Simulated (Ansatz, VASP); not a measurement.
**In7Sb7H18 (InSb wire along [111], 14 atoms a period, H-terminated) in two plane-wave programs**

One calculation is typed for both programs; each brings its own data sets. How far apart do they land? The structure shown is the start of the Ansatz relaxation below; VASP solves that cell, so the two are compared at the walk's first step.

Main program and level: Ansatz 0.2.0; plane waves, with VASP 6.6.1 beside it; single point at PBE.

## Step 1: Starting point

The cell holds 32 atoms: 7 In, 7 Sb and 18 H. Its edges and angles: a = 14.395 Å, b = 15.541 Å, c = 11.483 Å, α = 90.0°, β = 90.0°, γ = 90.0°. Vacuum lies along a and b. The structure's axis is c.

## Step 2: Ansatz: relaxation, PBE

Ansatz runs on its PAW soft_1 files.

The two programs are compared at the cell with which this relaxation starts, whose forces are those of its first step.

Input file input.yaml:

```yaml
crystal:
  lattice:
    - [14.395, 0.0, 0.0]
    - [0.0, 15.541, 0.0]
    - [0.0, 0.0, 11.4834968542]
  atoms:
    - { symbol: In, position: [0.337156229, 0.413843586, 0.0] }
    - { symbol: In, position: [0.499994644, 0.675089919, 0.0] }
    - { symbol: Sb, position: [0.337156229, 0.413843586, 0.25] }
    - { symbol: Sb, position: [0.499994644, 0.675089919, 0.25] }
    - { symbol: Sb, position: [0.662833058, 0.413843586, 0.25] }
    - { symbol: H, position: [0.236193123, 0.642000475, 0.281664983] }
    - { symbol: H, position: [0.499994644, 0.218776141, 0.281664983] }
    - { symbol: H, position: [0.763796164, 0.642000475, 0.281664983] }
    - { symbol: H, position: [0.237894748, 0.360760908, 0.300797535] }
    - { symbol: H, position: [0.499994644, 0.781255276, 0.300797535] }
    - { symbol: H, position: [0.762094539, 0.360760908, 0.300797535] }
    - { symbol: In, position: [0.337156229, 0.588007808, 0.333333333] }
    - { symbol: In, position: [0.499994644, 0.326761476, 0.333333333] }
    - { symbol: In, position: [0.662833058, 0.588007808, 0.333333333] }
    - { symbol: Sb, position: [0.337156229, 0.588007808, 0.583333333] }
    - { symbol: Sb, position: [0.499994644, 0.326761476, 0.583333333] }
    - { symbol: Sb, position: [0.662833058, 0.588007808, 0.583333333] }
    - { symbol: H, position: [0.237894748, 0.534925129, 0.634130868] }
    - { symbol: H, position: [0.337156229, 0.694173166, 0.634130868] }
    - { symbol: H, position: [0.400733163, 0.273678797, 0.634130868] }
    - { symbol: H, position: [0.599256124, 0.273678797, 0.634130868] }
    - { symbol: H, position: [0.662833058, 0.694173166, 0.634130868] }
    - { symbol: H, position: [0.762094539, 0.534925129, 0.634130868] }
    - { symbol: In, position: [0.499994644, 0.500925697, 0.666666667] }
    - { symbol: Sb, position: [0.499994644, 0.500925697, 0.916666667] }
    - { symbol: H, position: [0.236193123, 0.467836254, 0.94833165] }
    - { symbol: H, position: [0.337156229, 0.305858251, 0.94833165] }
    - { symbol: H, position: [0.399031537, 0.729082586, 0.94833165] }
    - { symbol: H, position: [0.60095775, 0.729082586, 0.94833165] }
    - { symbol: H, position: [0.662833058, 0.305858251, 0.94833165] }
    - { symbol: H, position: [0.763796164, 0.467836254, 0.94833165] }
    - { symbol: In, position: [0.662833058, 0.413843586, 0.0] }
kpoints:
  mp_grid: { grid: [1, 1, 7] }
scf:
  occupations: { method: fermi_dirac, width: 0.05 }
hamiltonian:
  xc: pbe
  pseudopotentials: { kind: paw, azcp: { folder: soft_1 } }
relax:
  cell: { fix: [a, b, alpha, beta, gamma] }
  max_steps: 45
  f_tol: 0.03
```

Run with:

```
$ ansatz run input.yaml --threads 4 --pin off --max-ram 16384MiB --backend cpu --events-out ev --progress --plain --runs-dir out
```

Numbers of over 12 decimals in the logs are rounded to 6 here.

The program printed:

```text
Engine: ansatz 0.2.0, aarch64-unknown-linux-gnu
Pseudopotentials: kind: paw
Pseudopotential: In, paw, valence charge 13, recommended cutoff 420 eV (normal), soft_1/In.paw.azcp
Pseudopotential: Sb, paw, valence charge 15, recommended cutoff 420 eV (normal), soft_1/Sb.paw.azcp
Pseudopotential: H, paw, valence charge 1, recommended cutoff 420 eV (normal), soft_1/H.paw.azcp
Functional definition: PBE
  parameter kappa = 0.804
  parameter beta = 0.066725
  exchange = pbe_x(kappa = kappa, mu = beta*pi^2/3)
  correlation = pbe_c(beta = beta)
Crystal: 32 atoms, lattice volume = 2569.004 Å³
Basis set: ecut = 420 eV, 50193 PW (Γ), exchange–correlation on 200×216×160 points (8 copies of the dense FFT grid, shifted against one another)
Bands: 139, of which v1, the nominal top of the filled ones, is band 107 counted from 1 (106 counted from 0)
Symmetry: 2 space group operations
Space group: Pm (ITA 6), of the structure as read, at distance tolerance 1.4e-4 Å
k-points: 4 of 7 (time reversal used)
Non-local potential: In, projectors of the file, l = 0: 2, l = 1: 2, l = 2: 2, l = 3: 1
Non-local potential: Sb, projectors of the file, l = 0: 2, l = 1: 2, l = 2: 2, l = 3: 1
Non-local potential: H, projectors of the file, l = 0: 2, l = 1: 1
PAW form: soft (Blöchl's): semilocal exchange-correlation on the pseudo side does not see the compensation charge
PAW one-centre angular grid: In, 590 points (default); XC on 64 Gauss nodes
PAW one-centre angular grid: Sb, 590 points (default); XC on 64 Gauss nodes
PAW one-centre angular grid: H, 110 points (default); XC on 64 Gauss nodes
Initial density: superposition of atomic densities (neutral atoms: chi_scale 0, normalization atom)
Initial wavefunctions: pseudopotential atomic-orbital guess
Functional: x = pbe(κ = 0.804, μ = 0.219515), c = pbe(β = 0.066725)
SCF iter   1: F=—  HF=-84860.408783 eV  |F-HF|=—  |Δ(HF+E_count)|=         —  Δρ=2.50e-2  dr2=1.96e1  ethr=3.10e-3  ⟨swp⟩=7.2  Hψ=2541  notcnv=0  defer=34
preconditioner: auto → Resta (q_TF=auto, 1.803 Å⁻¹)  ε∞=1.5  [insulator: Δε(μ)=2.258 eV  Ē_g=12.648 eV  σ=0.050 eV  W_gap=1.00  n_scr=254 (ndim 8)  ℏωp=8.8 eV  f_vac=0.647  D(μ)=0.00/eV (n_scr^D=0)  ε∞_Penn≈1.5  vacuum switching on, ρ_ref=1.2e-2 e/Å³]
SCF iter   2: F=—  HF=-84854.992999 eV  |F-HF|=—  |Δ(HF+E_count)|=    5.42e0  Δρ=8.65e-3  dr2=2.82e0  ethr=3.10e-3  ⟨swp⟩=3.8  Hψ=996  notcnv=0  defer=92
SCF iter   3: F=—  HF=-84854.441326 eV  |F-HF|=—  |Δ(HF+E_count)|=   5.52e-1  Δρ=3.81e-3  dr2=6.30e-1  ethr=1.32e-3  ⟨swp⟩=4.0  Hψ=1140  notcnv=0  defer=92
SCF iter   4: F=—  HF=-84854.327363 eV  |F-HF|=—  |Δ(HF+E_count)|=   1.14e-1  Δρ=1.04e-3  dr2=3.92e-2  ethr=2.95e-4  ⟨swp⟩=4.0  Hψ=933  notcnv=0  defer=92
SCF iter   5: F=—  HF=-84854.327138 eV  |F-HF|=—  |Δ(HF+E_count)|=   2.24e-4  Δρ=3.39e-4  dr2=2.98e-3  ethr=1.83e-5  ⟨swp⟩=3.0  Hψ=1016  notcnv=0  defer=92
SCF iter   6: F=—  HF=-84854.327848 eV  |F-HF|=—  |Δ(HF+E_count)|=   7.10e-4  Δρ=1.22e-4  dr2=8.07e-4  ethr=1.39e-6  ⟨swp⟩=2.0  Hψ=772  notcnv=0  defer=92
SCF iter   7: F=—  HF=-84854.327895 eV  |F-HF|=—  |Δ(HF+E_count)|=   4.64e-5  Δρ=3.73e-5  dr2=3.97e-5  ethr=3.77e-7  ⟨swp⟩=2.0  Hψ=772  notcnv=0  defer=92
SCF iter   8: F=—  HF=-84854.327854 eV  |F-HF|=—  |Δ(HF+E_count)|=   4.02e-5  Δρ=1.02e-5  dr2=3.68e-6  ethr=1.85e-8  ⟨swp⟩=2.0  Hψ=744  notcnv=0  defer=92
SCF iter   9: F=—  HF=-84854.327858 eV  |F-HF|=—  |Δ(HF+E_count)|=   3.47e-6  Δρ=3.69e-6  dr2=6.97e-7  ethr=1.72e-9  ⟨swp⟩=2.0  Hψ=772  notcnv=0  defer=92
SCF iter  10: F=—  HF=-84854.327858 eV  |F-HF|=—  |Δ(HF+E_count)|=   4.11e-7  Δρ=1.46e-6  dr2=1.13e-7  ethr=3.26e-10  ⟨swp⟩=2.0  Hψ=660  notcnv=0  defer=92
SCF iter  11: F=-84854.327858 eV  HF=-84854.327858 eV  |F-HF|=3.89e-9  |Δ(HF+E_count)|=   4.06e-8  Δρ=4.29e-7  dr2=6.09e-9  ethr=4.67e-11  ⟨swp⟩=4.2  Hψ=1717  notcnv=0
SCF 1 converged in 11 iterations: F = -84854.327858 eV  dr2 = 6.09e-9
  greatest PAW one-centre occupation: 0.995 electrons in one spin orbital (limit 2), on the Sb atom at site 16 (counted from 0), in its partial waves of l = 2
relax step   1: F+E_penalty+E_count = -84854.32785838 eV  Δ(F+E_penalty+E_count) = +0.000e0 eV  max|allowed force component| = 1.246e0 eV/Å  Δτ_max = 0.0000 Å  P = -0.313 GPa  Ω = 2569.004 Å³  fix = [a, b, alpha, beta, gamma]  reactions: a -0.456, b -0.459 GPa; alpha -0.001 GPa/rad  (11 SCF iters, dr2 threshold 1.00e-7 eV, accepted)
[...]
relax step   6: F+E_penalty+E_count = -84855.79906314 eV  Δ(F+E_penalty+E_count) = -4.110e-3 eV  max|allowed force component| = 2.170e-2 eV/Å  Δτ_max = 0.0334 Å  P = -0.011 GPa  Ω = 2595.557 Å³  energy of the carried Pulay correction = -2.212e-3 eV  fix = [a, b, alpha, beta, gamma]  reactions: a -0.004, b -0.007 GPa; alpha -0.000 GPa/rad  (7 SCF iters, dr2 threshold 1.67e-7 eV, accepted)
[...]
relax step   7: F+E_penalty+E_count = -84855.80144737 eV  Δ(F+E_penalty+E_count) = -2.384e-3 eV  max|allowed force component| = 2.169e-2 eV/Å  Δτ_max = 0.0000 Å  P = -0.011 GPa  Ω = 2595.557 Å³  fix = [a, b, alpha, beta, gamma]  reactions: a -0.003, b -0.007 GPa; alpha -0.000 GPa/rad  stress off target by 2.23e-2 GPa on what of the cell is left free  SCF on the basis re-selected at this cell (its energy is not comparable with the rows above)  (7 SCF iters)
basis re-selected at this cell: Δ(F+E_penalty+E_count) = -2.384e-3 eV, ΔP = +0.001 GPa vs the last step (what re-selecting the basis moved, of the pressure what is left beyond the Pulay correction that the steps carried, after the strain that the cell walked since its last selection, with what the two solves' SCF thresholds leave and, on support functions, any second-order correction that the steps lacked; it is no m [...]
SCF converged after 7 iterations
Free energy (F): -84855.801447 eV
Harris-Foulkes:  -84855.801447 eV  (|F-HF|=2.73e-8)
Internal energy: -84855.801447 eV  (E = F + TS)
E sigma→0 (E₀):  -84855.801447 eV
Fermi energy:    -2.112211 eV
--- Per-component energies (eV) ---
  E_band       = -3832.267447
  E_kinetic    = 2894.278491
  E_local      = -72451.894323  (includes V_loc(G=0)·N_el)
  E_nonlocal   = 5036.494850
  E_hartree    = 33309.574914
  E_xc         = -1831.849864
  E_vxc        = -1440.516337  (∫ρ·V_xc dr)
  E_paw        = -61302.332994  (= ΣΔE_a)
  E_vpaw       = -4489.766223  (= ΣTr[D̂ρ^β])
  E_aug_tail   = -0.013671  (compensation charges beyond the density's cutoff)
  E_ewald      = 9489.941150
  E_smearing   = -0.000000  (= −TS)
  E_closure    = 0.000000  (closes the sum)
  Σ components = -84855.801447   (vs F -84855.801447, Δ=0.00e0)
--- Forces (eV/Å), atoms counted from 1 ---
  atom   1  In     0.00747410     0.00442856     0.00373331
  atom   2  In     0.00000000    -0.00813727     0.00387770
  atom   3  Sb    -0.00387616    -0.00225740    -0.00454670
  atom   4  Sb     0.00000000     0.00459416    -0.00441125
  atom   5  Sb     0.00387616    -0.00225740    -0.00454670
  atom   6  H      0.01796486    -0.01035824     0.00873879
  atom   7  H      0.00000000     0.02047023     0.00877763
  atom   8  H     -0.01796486    -0.01035824     0.00873879
  atom   9  H      0.00141366     0.00081374     0.00099565
  atom  10  H      0.00000000    -0.00176119     0.00079417
  atom  11  H     -0.00141366     0.00081374     0.00099565
  atom  12  In    -0.01753605     0.01018572    -0.00638352
  atom  13  In     0.00000000    -0.01991384    -0.00644461
  atom  14  In     0.01753605     0.01018572    -0.00638352
  atom  15  Sb     0.00581400    -0.00328896     0.00188247
  atom  16  Sb     0.00000000     0.00668887     0.00186690
  atom  17  Sb    -0.00581400    -0.00328896     0.00188247
  atom  18  H      0.00181828     0.00667138    -0.00339876
  atom  19  H     -0.00493821    -0.00491519    -0.00338264
  atom  20  H      0.00671548    -0.00171021    -0.00335177
  atom  21  H     -0.00671548    -0.00171021    -0.00335177
  atom  22  H      0.00493821    -0.00491519    -0.00338264
  atom  23  H     -0.00181828     0.00667138    -0.00339876
  atom  24  In     0.00000000    -0.00000631     0.02169398
  atom  25  Sb     0.00000000    -0.00035516    -0.00848247
  atom  26  H     -0.00057282    -0.00230331    -0.00113127
  atom  27  H     -0.00197546     0.00044804    -0.00095812
  atom  28  H      0.00177078     0.00149636    -0.00103410
  atom  29  H     -0.00177078     0.00149636    -0.00103410
  atom  30  H      0.00197546     0.00044804    -0.00095812
  atom  31  H      0.00057282    -0.00230331    -0.00113127
  atom  32  In    -0.00747410     0.00442856     0.00373331
  max |Σ_I F_I| component: 1.27e-6 eV/Å
--- Stress (GPa, compression-positive) ---
       -0.003345       0.000000       0.000000
        0.000000      -0.006530       0.000157
        0.000000       0.000157      -0.022328
  P = ⅓ Tr σ = -0.0107 GPa (-0.107 kbar)
--- Relaxed structure (6 steps of the walk, 6 accepted, 1 SCFs on fresh bases) ---
  F+E_penalty+E_count = -84855.80144737 eV   max|allowed force component| = 2.169e-2 eV/Å   (the final SCF, on the basis selected at the relaxed cell)
  cell:  # Å, volume = 2595.5572 Å³
    - [14.395, 0.0, 0.0]
    - [0.0, 15.541, 0]
    - [0.0, 0, 11.602190]
  atoms:
    - { symbol: In, position: [0.328082, 0.408922, -0.012609] }
    - { symbol: In, position: [0.5, 0.684867, -0.012667] }
    - { symbol: Sb, position: [0.345322, 0.418230, 0.239684] }
    - { symbol: Sb, position: [0.5, 0.666455, 0.239628] }
    - { symbol: Sb, position: [0.654678, 0.418230, 0.239684] }
    - { symbol: H, position: [0.230237, 0.645141, 0.297219] }
    - { symbol: H, position: [0.5, 0.212437, 0.297200] }
    - { symbol: H, position: [0.769763, 0.645141, 0.297219] }
    - { symbol: H, position: [0.252038, 0.368353, 0.303161] }
    - { symbol: H, position: [0.5, 0.766206, 0.303122] }
    - { symbol: H, position: [0.747962, 0.368353, 0.303161] }
    - { symbol: In, position: [0.333454, 0.590069, 0.322457] }
    - { symbol: In, position: [0.5, 0.322788, 0.322509] }
    - { symbol: In, position: [0.666546, 0.590069, 0.322457] }
    - { symbol: Sb, position: [0.351615, 0.580318, 0.574397] }
    - { symbol: Sb, position: [0.5, 0.342228, 0.574420] }
    - { symbol: Sb, position: [0.648385, 0.580318, 0.574397] }
    - { symbol: H, position: [0.250658, 0.540297, 0.631077] }
    - { symbol: H, position: [0.338519, 0.681287, 0.631134] }
    - { symbol: H, position: [0.412128, 0.281216, 0.631092] }
    - { symbol: H, position: [0.587872, 0.281216, 0.631092] }
    - { symbol: H, position: [0.661481, 0.681287, 0.631134] }
    - { symbol: H, position: [0.749342, 0.540297, 0.631077] }
    - { symbol: In, position: [0.5, 0.500971, 0.706585] }
    - { symbol: Sb, position: [0.5, 0.500916, 0.946765] }
    - { symbol: H, position: [0.234958, 0.474721, 0.952091] }
    - { symbol: H, position: [0.343116, 0.301289, 0.952220] }
    - { symbol: H, position: [0.391852, 0.726536, 0.952044] }
    - { symbol: H, position: [0.608148, 0.726536, 0.952044] }
    - { symbol: H, position: [0.656884, 0.301289, 0.952220] }
    - { symbol: H, position: [0.765042, 0.474721, 0.952091] }
    - { symbol: In, position: [0.671918, 0.408922, -0.012609] }
```

In the SCF lines HF is the Harris–Foulkes energy and dr2 the Hartree energy of the density residual, in eV; the loop may stop once dr2 is under the threshold and the program's other checks hold. Hψ counts applications of the Hamiltonian.

(Continued in part 2 of 2.)

[Lines on the potential files, build, host, timing and source positions are cut from VASP's logs without a mark.]

[Logs are printed without paths, hosts, clocks, repeated set-up lines and the standing remarks that a program may print on its own settings, such as how far it seeks lower states.]

[Hosts, paths, dates, database ids (printed as entryN), source tags and the programs' standing remarks are cut or masked in the printed files.]
